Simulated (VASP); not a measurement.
# HgSe (F-43m) in VASP: further runs

The runs below take HgSe through relaxation of cell and atoms, with PBE+D3(BJ), PBEsol, HSE06.

Program: VASP 6.6.1. These are calculated values, not measurements. Logs are shortened: lines on timing, memory, paths and dates and some standing lists are left out, and cuts for length are marked.

**1. The structure**

It takes space group F-43m (No. 216, cubic). The conventional cell has a = 6.183 Å, b = 6.183 Å, c = 6.183 Å, α = 90.00°, β = 90.00°, γ = 90.00°. Around Hg (site symmetry -43m) lie 4 Se at 2.68 Å. Around Se (site symmetry -43m) lie 4 Hg at 2.68 Å.

**2. Relaxation of cell and atoms, PBE+D3(BJ)**

INCAR reads:

```
SYSTEM = HgSe
ALGO = Normal
EDIFF = 1E-7
EDIFFG = -0.005
ENCUT = 600
GGA = PE
IBRION = 2
ISIF = 3
ISMEAR = 0
IVDW = 12
LASPH = .True.
LCHARG = .False.
LREAL = .False.
LWAVE = .False.
NELM = 80
NSW = 90
PREC = Accurate
SIGMA = 0.03
```

KPOINTS reads:

```
k-points
0
Gamma
  10 10 10
  0 0 0
```

POSCAR reads:

```
HgSe                                    
1.0
   -0.0000000000      3.0914572674      3.0914572674
    3.0914572674      0.0000000000      3.0914572674
    3.0914572674      3.0914572674     -0.0000000000
  Hg              Se            
     1     1
Direct
     0.0000000000000000    0.0000000000000000    0.0000000000000000
     0.2500000000000000    0.2500000000000000    0.2500000000000000
```

Potentials or basis: VASP PAW PBE potentials, release 64 (Hg, Se).

Started as:

```console
> cat potpaw_PBE.64/Hg/POTCAR potpaw_PBE.64/Se/POTCAR > POTCAR
> mpirun -np 1 vasp_std > vasp.out
```

OUTCAR:

```text
SYSTEM = HgSe
   EDIFF = 1E-7
   EDIFFG = -0.005
   ENCUT = 600
   GGA = PE
   IBRION = 2
   ISIF = 3
   ISMEAR = 0
   IVDW = 12
   LASPH = .True.
   LREAL = .False.
   NELM = 80
   NSW = 90
   PREC = Accurate
 IVDW          = 12

 ion  position               nearest neighbor table
   1  0.000  0.000  0.000-   2 2.68   2 2.68   2 2.68   2 2.68
   2  0.250  0.250  0.250-   1 2.68   1 2.68   1 2.68   1 2.68

  LATTYP: Found a face centered cubic cell.
 ALAT       =     6.1829145348

  Lattice vectors:

 A1 = (   0.0000000000,   3.0914572674,   3.0914572674)
 A2 = (   3.0914572674,   0.0000000000,   3.0914572674)
 A3 = (   3.0914572674,   3.0914572674,   0.0000000000)

Analysis of symmetry for initial positions (statically):
=====================================================================
 Subroutine PRICEL returns:
 Original cell was already a primitive cell.

 Routine SETGRP: Setting up the symmetry group for a
 face centered cubic supercell.

 Subroutine GETGRP returns: Found 24 space group operations
 (whereof 24 operations were pure point group operations)
 out of a pool of 48 trial point group operations.

The static configuration has the point symmetry T_d .

Analysis of symmetry for dynamics (positions and initial velocities):
=====================================================================
 Subroutine PRICEL returns:
 Original cell was already a primitive cell.

 Routine SETGRP: Setting up the symmetry group for a
 face centered cubic supercell.

 Subroutine GETGRP returns: Found 24 space group operations
 (whereof 24 operations were pure point group operations)
 out of a pool of 48 trial point group operations.

The dynamic configuration has the point symmetry T_d .

 Subroutine INISYM returns: Found 24 space group operations
 (whereof 24 operations are pure point group operations),
 and found     1 'primitive' translations

----------------------------------------------------------------------------------------

                                     Primitive cell

  volume of cell :      59.0908

  direct lattice vectors                    reciprocal lattice vectors
     0.000000000  3.091457267  3.091457267    -0.161736022  0.161736022  0.161736022
     3.091457267  0.000000000  3.091457267     0.161736022 -0.161736022  0.161736022
     3.091457267  3.091457267  0.000000000     0.161736022  0.161736022 -0.161736022

  length of vectors
     4.371980795  4.371980795  4.371980795     0.280135007  0.280135007  0.280135007

  position of ions in fractional coordinates (direct lattice)
[... 93 lines left out ...]
   EFERMI =   0.00;   METHOD = LEGACY
   ISMEAR =     0;   SIGMA  =   0.03  broadening in eV -4-tet -1-fermi 0-gaus
   EFERMI_NEDOS =   21; number of points for ismear=-14 and -15
   IALGO  =     38    algorithm
   IMIX   =      4    mixing-type and parameters
     AMIX     =   0.40;   BMIX     =  1.00
     AMIX_MAG =   1.60;   BMIX_MAG =  1.00
  volume/ion in A,a.u.               =      29.55       199.38
  Fermi-wavevector in a.u.,A,eV,Ry     =   1.101520  2.081571 16.508581  1.213346
  Thomas-Fermi vector in A             =   2.237949
   LORBIT       =      0    0 simple, 1 ext, 2 COOP (PROOUT), +10 PAW based schemes
   GGA     = PE    functional components
   LHFCALC =     F    Hartree Fock is set to
   AEXX    =    0.0000 exact exchange contribution
   IVDW    =    12    specifies the selected vdW correction
   LEPSILON=     F    determine dielectric tensor
   LRPA    =     F    only Hartree local field effects (RPA)
 conjugate gradient relaxation of ions
 non-spin polarized calculation
 Gauss-broadening in eV      SIGMA  =   0.03
  energy-cutoff  :      600.00
  volume of cell :       59.09
 maximum number of plane-waves:      1989
   NGX = 17   NGY = 17   NGZ = 17

 number of electron      18.0000001 magnetization

 Free energy of the ion-electron system (eV)
  ---------------------------------------------------
  ext. energy  EPLUGINS =         0.00000000
  ---------------------------------------------------
  free energy    TOTEN  =        -4.07378312 eV

  energy without entropy =       -4.07373684  energy(sigma->0) =       -4.07375998

 E-fermi :   1.2933     XC(G=0):  -8.8180

 val. band max:        1.2842020603   @ k =   0.0000   0.0000   0.0000
 cond. band min:       1.7254537988   @ k =   0.1000   0.0000   0.0000
 fundamental gap:      0.4412517385
 Fermi energy:         1.2933392961

 k-point     1 :       0.0000    0.0000    0.0000
  band No.  band energies     occupation
      1     -11.8415      2.00000
      2      -5.6011      2.00000
      3      -5.6011      2.00000
      4      -5.6011      2.00000
      5      -4.9391      2.00000
      6      -4.9391      2.00000
      7       0.2857      2.00000
      8       1.2842      1.33334
      9       1.2842      1.33334
     10       1.2842      1.33334
     11       6.8352      0.00000
     12       6.8352      0.00000
     13       6.8352      0.00000
[... 354 lines left out ...]
  band No.  band energies     occupation
      1     -11.3911      2.00000
      2      -5.4495      2.00000
      3      -5.2735      2.00000
      4      -5.2492      2.00000
      5      -4.8810      2.00000
      6      -4.8644      2.00000
      7      -2.8363      2.00000
      8      -0.5379      2.00000
      9      -0.3831      2.00000
     10       3.9727      0.00000
     11       4.8513      0.00000
     12       8.5915      0.00000
     13       9.4364      0.00000

 [... further k-points ...]

------------------------ aborting loop because EDIFF is reached ----------------------------------------

 Edisp (eV)   -0.63384

 E8    (eV) :    -0.2740

  FORCE on cell =-STRESS in cart. coord.  units (eV):
  Direction    XX          YY          ZZ          XY          YZ          ZX
  --------------------------------------------------------------------------------------
  -------------------------------------------------------------------------------------
  Total       0.00692     0.00692     0.00692     0.00000     0.00000     0.00000
  in kB       0.18758     0.18758     0.18758     0.00000     0.00000     0.00000
  external pressure =        0.19 kB  Pullay stress =        0.00 kB

 VOLUME and BASIS-vectors are now :
 -----------------------------------------------------------------------------
  energy-cutoff  :      600.00
  volume of cell :       59.09
      direct lattice vectors                 reciprocal lattice vectors
     0.000000000  3.091457267  3.091457267    -0.161736022  0.161736022  0.161736022
     3.091457267  0.000000000  3.091457267     0.161736022 -0.161736022  0.161736022
     3.091457267  3.091457267  0.000000000     0.161736022  0.161736022 -0.161736022

 POSITION                                       TOTAL-FORCE (eV/Angst)
 -----------------------------------------------------------------------------------
      0.00000      0.00000      0.00000         0.000000      0.000000      0.000000
      1.54573      1.54573      1.54573        -0.000000     -0.000000     -0.000000
 -----------------------------------------------------------------------------------
    total drift:                                0.000000      0.000000      0.000000

  FREE ENERGIE OF THE ION-ELECTRON SYSTEM (eV)
  ---------------------------------------------------
  free  energy   TOTEN  =        -4.7076237959 eV

  energy  without entropy=       -4.7075775155  energy(sigma->0) =       -4.70760066

 reached required accuracy - stopping structural energy minimisation
```

CONTCAR:

```text
HgSe
   1.00000000000000
     0.0000000000000000    3.0914572674000000    3.0914572674000000
     3.0914572674000000    0.0000000000000000    3.0914572674000000
     3.0914572674000000    3.0914572674000000    0.0000000000000000
  Hg              Se
     1     1
Direct
     0.0000000000000000    0.0000000000000000    0.0000000000000000
     0.2500000000000000    0.2500000000000000    0.2500000000000000

  0.00000000E+00  0.00000000E+00  0.00000000E+00
  0.00000000E+00  0.00000000E+00  0.00000000E+00
```

It took 47 s on 1 thread of Intel Xeon Platinum 8259CL at 2.50GHz (Skylake/Cascade Lake), shared host; peak memory 0.24 GiB.

Results:

```yaml
Free_energy: -4.7076 eV
Pressure_after_relaxing: 0.0 GPa
Band_gap_on_the_k_mesh: none (metal or under the smearing width)
Dispersion_energy_per_atom: -0.317 eV
```

Final structure:
```xyz
2
Lattice="0.0000 3.0915 3.0915 3.0915 0.0000 3.0915 3.0915 3.0915 0.0000" Properties=species:S:1:pos:R:3 pbc="T T T"
Hg    0.0000    0.0000    0.0000
Se    1.5457    1.5457    1.5457
```

Levels at points of the mesh, in eV from the Fermi level:
| k point | band 6 | band 7 | band 8 | band 9 | band 10 | band 11 | band 12 | band 13 |
| --- | --- | --- | --- | --- | --- | --- | --- | --- |
| (0.00, 0.00, 0.00) | -6.23 | -1.01 | -0.01 | -0.01 | -0.01 | 5.54 | 5.54 | 5.54 |
| (0.50, 0.00, 0.00) | -5.95 | -5.19 | -0.89 | -0.89 | 1.10 | 6.27 | 6.27 | 6.89 |
| (0.50, 0.50, 0.00) | -5.91 | -4.86 | -2.11 | -2.11 | 2.72 | 3.10 | 8.36 | 9.60 |

Caveat: the relaxation stopped at its first step, so nothing moved; pairwise dispersion overbinds metals, which lowers pressure and volume. The run has no spin-orbit coupling, so splittings on Hg are missing.

(Continued in part 2 of 2.)
